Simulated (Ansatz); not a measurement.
## Al and Cu on the sites of fcc: ordering energies of Al5Cu3

Method: DFT PBE, scalar-relativistic, plane waves, PAW (Ansatz). All cells share a 420 eV cutoff and Γ-centred k meshes spaced at most about 0.3 Å⁻¹ (about 0.25 or finer for metals, 2π included). No spin polarisation.

Temperature and zero-point effects are left out. Each row is a relaxed arrangement of Al and Cu on shared sites of the fcc type. The column n gives the unlike atoms among the 12 nearest shared sites, averaged over those sites; energies count from the lowest row.

```csv
row,space group,source,atoms,n (of 12),V (Å³/atom),gap on mesh (eV),ΔE (meV/atom)
1,P4/mmm (No. 123),invented,8,6.00,14.27,0,0.0
2,P4/mmm (No. 123),invented,8,7.00,14.44,0,34.0
3,P4/mmm (No. 123),invented,8,7.00,14.42,0,40.0
4,I4/mmm (No. 139),invented,8,7.00,14.42,0,?
5,Pmmm (No. 47),invented,8,7.00,14.42,0,44.1
```

The cell of row 4:

```cif
data_structure
_symmetry_space_group_name_H-M 'I4/mmm'
_symmetry_Int_Tables_number 139
_cell_length_a 5.5215
_cell_length_b 5.5215
_cell_length_c 7.5690
_cell_angle_alpha 90.000
_cell_angle_beta 90.000
_cell_angle_gamma 90.000
_cell_volume 230.75
loop_
_atom_site_label
_atom_site_type_symbol
_atom_site_symmetry_multiplicity
_atom_site_Wyckoff_symbol
_atom_site_fract_x
_atom_site_fract_y
_atom_site_fract_z
_atom_site_occupancy
Al1 Al 8 f 0.25000 0.25000 0.25000 1
Al2 Al 2 a 0.00000 0.00000 0.00000 1
Cu1 Cu 4 c 0.00000 0.50000 0.00000 1
Cu2 Cu 2 b 0.00000 0.00000 0.50000 1
```

Q: Estimate the missing energy, and say where the row ranks.

A: 52.0 meV/atom, above row 5, the highest. The energy rises with n on the whole, though n alone doesn't fix it. Rows 2 and 4 share n and still differ by 18.0 meV/atom, so farther pairs, strain or a change of electronic state count too. Row 4: Al on a site of symmetry 2/m is surrounded by 6 Al at 2.72–2.76 Å and 6 Cu at 2.72 Å; Al on a site of symmetry 4/mmm is surrounded by 8 Al at 2.72 Å and 4 Cu at 2.76 Å; Cu on a site of symmetry mmm is surrounded by 10 Al at 2.72–2.76 Å and 2 Cu at 2.76 Å; Cu on a site of symmetry 4/mmm is surrounded by 8 Al at 2.72 Å and 4 Cu at 2.76 Å.

The k mesh leaves some 4 meV/atom of noise in the energy of each metallic cell. The lowest form computed is outside the table: R-3m, 69 meV/atom below the lowest row. Only small cells were tried. Some candidate types were left out of the draw beforehand, so a known form may be missing.

The rise in energy with unlike neighbours rests on row 1 alone, since the other four arrangements share the same n yet spread over 18.0 meV/atom. It should not be read as Al and Cu avoiding each other. The system is a compound former, with bonding between Al sp and Cu states, and even row 1 has more unlike contacts than random mixing would give at this composition.

What separates the rows is therefore probably a mix of size mismatch and longer-ranged interactions carried by the conduction electrons. In row 4 the Al–Al contacts of 2.72–2.76 Å are clearly shorter than in elemental Al, which suggests a strain cost on a shared fcc framework. Row 1 is also the densest, consistent with better accommodation of the two sizes, but relaxed totals cannot split elastic from chemical terms. With the R-3m form 69 meV/atom lower, the table ranks competing fcc decorations and does not identify a ground state for Al5Cu3.
